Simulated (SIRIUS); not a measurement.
# ZrO2 in SIRIUS: convergence with k mesh

Crystal: ZrO2.

```xyz
3
Lattice="0.0000 2.5451 2.5451 2.5451 0.0000 2.5451 2.5451 2.5451 0.0000" Properties=species:S:1:pos:R:3 pbc="T T T"
Zr    0.0000    0.0000    0.0000
O     3.8176    3.8176    3.8176
O     1.2725    1.2725    1.2725
```

Measurements of this composition are mostly on another form, of space group No. 14.

| Property | Result |
| --- | --- |
| Program | SIRIUS 7.12.0 |
| Task | convergence study |
| Functional | PBE |
| Potentials or basis | all-electron FP-LAPW |
| Cutoff | 283 eV |
| Basis | apw+lo standard |
| k mesh | 1 × 1 × 1 |
| Occupations | fermi-dirac, width 0.05 eV |
| Spin | no spin polarisation |

These are the settings of the first run; the series varies k mesh, with any setting tied to it.

Hardware: 1 thread of Arm Neoverse V1, with other jobs on the host.

```
      k mesh  energy less the tightest run, at zero smearing (meV/atom)  gap on the mesh (eV)  SCF cycles  CPU time (s)  peak memory (GiB)
   1 × 1 × 1                                                    -432.77                 3.492           7            45               0.53
   3 × 3 × 3                                                       1.62                 3.895           8            56               0.55
   4 × 4 × 4                                                      -0.09                 3.364           7            64               0.57
   5 × 5 × 5                                                       0.09                 3.558           7            69               0.59
   7 × 7 × 7                                                      -0.14                 3.452           8           110               0.65
   9 × 9 × 9                                                      -0.10                 3.415           8           150               0.74
11 × 11 × 11                                                       0.00                 3.397           8           210               0.87
```

Against the tightest run, the energy stays within 1 meV/atom from 4 × 4 × 4 on. Not settled before the last step: the gap on the mesh (to 0.01 eV). Meshes of other sizes hit other points, so gaps and Fermi surfaces needn't settle smoothly. The tightest run that finished is the yardstick and may itself not be fully converged.

Caveat, for the tightest run too: an odd mesh through Γ misses points on the zone boundary, where band edges often lie.
